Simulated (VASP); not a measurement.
# CdS (Fm-3m) in VASP: a series of runs, part 3 of 3

VASP 6.6.1. The steps go on from the part before.

## (6) G0W0 quasiparticle levels, PBE

Input file POSCAR:

```
CdS
1.0
    0.0000000000      2.7532440000      2.7532440000
    2.7532440000      0.0000000000      2.7532440000
    2.7532440000      2.7532440000      0.0000000000
Cd S
1 1
Direct
    0.0000000000      0.0000000000      0.0000000000
    0.5000000000      0.5000000000      0.5000000000
```

Input file INCAR.step1:

```
SYSTEM = CdS
PREC = Accurate
ENCUT = 520
EDIFF = 1E-8
ISMEAR = 0
SIGMA = 0.01
LREAL = .False.
LASPH = .True.
NELM = 80
ALGO = Normal
LWAVE = .True.
LCHARG = .False.
GGA = PE
```

Input file INCAR.step2:

```
SYSTEM = CdS
PREC = Accurate
ENCUT = 520
EDIFF = 1E-8
ISMEAR = 0
SIGMA = 0.01
LREAL = .False.
LASPH = .True.
NELM = 1
ALGO = Exact
LWAVE = .True.
LCHARG = .False.
GGA = PE
NBANDS = 59
LOPTICS = .True.
ISTART = 1
```

Input file INCAR.step3:

```
SYSTEM = CdS
PREC = Accurate
ENCUT = 520
EDIFF = 1E-8
ISMEAR = 0
SIGMA = 0.01
LREAL = .False.
LASPH = .True.
ALGO = EVGW0
LWAVE = .False.
LCHARG = .False.
GGA = PE
NELMGW = 1
NBANDS = 59
ENCUTGW = 150
NOMEGA = 48
PRECFOCK = Fast
ISTART = 1
NBANDSGW = 17
```

Input file KPOINTS:

```
Automatic mesh
0
Gamma
  3 3 3
  0 0 0
```

Potentials or basis: VASP PAW PBE potentials, release 64 (Cd_GW, S_GW).

Command:

```
$ cat potpaw_PBE.64/Cd_GW/POTCAR potpaw_PBE.64/S_GW/POTCAR > POTCAR
$ cp INCAR.step1 INCAR
$ mpirun -np 1 vasp_std > vasp.out
$ cp INCAR.step2 INCAR
$ mpirun -np 1 vasp_std > vasp.out
$ cp INCAR.step3 INCAR
$ mpirun -np 1 vasp_std > vasp.out
```

OUTCAR:

```text
SYSTEM = CdS
   PREC = Accurate
   ENCUT = 520
   EDIFF = 1E-8
   ISMEAR = 0
   LREAL = .False.
   LASPH = .True.
   GGA = PE
   NELMGW = 1
   ENCUTGW = 150
   PRECFOCK = Fast
   ISTART = 1

 Found      4 irreducible k-points:

 Following reciprocal coordinates:
            Coordinates               Weight
  0.000000  0.000000  0.000000      1.000000
  0.333333  0.000000  0.000000      8.000000
  0.333333  0.333333  0.000000      6.000000
 -0.333333  0.333333  0.000000     12.000000
   k-points           NKPTS =      4   k-points in BZ     NKDIM =     27   number of bands    NBANDS=     59
   number of dos      NEDOS =    301   number of ions     NIONS =      2
   total plane-waves  NPLWV =  27000
   dimension x,y,z NGX =    30 NGY =   30 NGZ =   30
   dimension x,y,z NGXF=    60 NGYF=   60 NGZF=   60
   ions per type =               1   1
   NGX,Y,Z   is equivalent  to a cutoff of  12.81, 12.81, 12.81 a.u.
   NGXF,Y,Z  is equivalent  to a cutoff of  25.62, 25.62, 25.62 a.u.
 SYSTEM =  CdS
   PREC   = accura    normal or accurate (medium, high low for compatibility)
   ISTART =      1    job   : 0-new  1-cont  2-samecut
   ICHARG =      0    charge: 1-file 2-atom 10-const
[... 32 lines left out ...]
   LHFCALC =     T    Hartree Fock is set to
   PRECFOCK=fast      Normal, Fast or Accurate (Low or Medium for compatibility)
   ENCUT4O =  -1.0   cutoff for four orbital integrals eV
   NKREDX  =     1    reduce k-point grid by
   NKREDY  =     1    reduce k-point grid by
   NKREDZ  =     1    reduce k-point grid by
   AEXX    =    1.0000 exact exchange contribution
   HFSCREEN=    0.0000 screening length (either q_TF or 0.3 A-1)
   HFSCREENC=   0.0000 screening length for correlation (either q_TF or 0.3 A-1)
   ENCUTFOCK=  -1.0 apply spherical cutoff to Coloumb kernel
   IVDW    =     0    specifies the selected vdW correction
   LEPSILON=     F    determine dielectric tensor
   LRPA    =     F    only Hartree local field effects (RPA)
   LRPAFORCE           =     F    calculate RPA forces
   ENCUTGW             = 150.0    cutoff for response function in eV
   ENCUTGWSOFT         = 120.0    soft cutoff for Coulomb kernel in GW response function in eV
   ENCUTLF             =  -1.0    cutoff for local field effects
   NELMGW              =     1    number of iterations in solving QP/BSE equation
   NELMHF              =     1    number of iterations in the inner HF iteration
   NKREDLFX            =     1    NKREDLFY  =   1   NKREDLFZ  =   1
 non-spin polarized calculation
 Gauss-broadening in eV      SIGMA  =   0.01
  energy-cutoff  :      520.00
  volume of cell :       41.74
 maximum number of plane-waves:      1139
 NGX is ok and might be reduce to    30
  NGX = 16; NGY = 16; NGZ = 16
   NGX = 15   NGY = 15   NGZ = 15
 maximum number of plane-waves:       176

 QP shifts <psi_nk| G(iteration)W_0 |psi_nk>: iteration 1
 for sc-GW calculations column KS-energies equals QP-energies in previous step
 and V_xc(KS)=  KS-energies - (<T + V_ion + V_H > + <T+V_H+V_ion>^1  + <V_x>^1)

 k-point   1 :       0.0000    0.0000    0.0000
  band No.  KS-energies  QP-energies   sigma(KS)   V_xc(KS)     V^pw_x(r,r')   Z            occupation Imag(sigma)

      1      -8.2276      -8.4755     -13.0520     -12.6777     -20.6297       0.6625       2.0000       1.5217
      2      -3.3317      -4.6090     -17.1753     -15.3686     -23.1445       0.7070       2.0000       0.4717
      3      -3.3317      -4.6090     -17.1753     -15.3686     -23.1445       0.7070       2.0000       0.4717
      4      -3.3317      -4.6090     -17.1753     -15.3686     -23.1445       0.7070       2.0000       0.4717
      5      -3.3253      -4.5905     -17.2859     -15.5045     -23.4091       0.7102       2.0000       0.5062
      6      -3.3253      -4.5905     -17.2859     -15.5045     -23.4091       0.7102       2.0000       0.5062
[... 59 lines left out ...]
      3      -3.4292      -4.6716     -16.8211     -15.0640     -22.7523       0.7070       2.0000       0.4990
      4      -3.2654      -4.5388     -17.1228     -15.3251     -23.0689       0.7083       2.0000       0.4816
      5      -3.1338      -4.4292     -17.4113     -15.5913     -23.3913       0.7118       2.0000       0.4709
      6      -2.8380      -4.0060     -17.2546     -15.6200     -23.2645       0.7146       2.0000       0.5199
[... 9 lines left out ...]
     16      19.7749      20.6030     -10.1059     -11.1823      -3.9645       0.7693       0.0000      -0.9306
     17      20.9731      21.8727     -10.1190     -11.2716      -4.0500       0.7805       0.0000      -0.9692
```

It took 34 s on 1 thread of Intel Xeon 6975P-C (Granite Rapids), shared host; peak memory 0.3 GiB.

The run converged, but some of its settings lie outside the range that counts as converged, so its numbers aren't taken as properties of the crystal.

What came out:

* Band gap on the k mesh, mean-field level: 0.97 eV, indirect (least direct gap 1.47 eV)
* Quasiparticle gap: 1.65 eV
* Least direct quasiparticle gap: 2.16 eV

Caveat: the k mesh is coarse (spacing up to 0.66 Å⁻¹), so the values aren't converged; bands, screening cutoff and mesh are small and nothing is extrapolated, so the quasiparticle values aren't converged; an odd mesh through Γ misses points on the zone boundary, where band edges often lie.
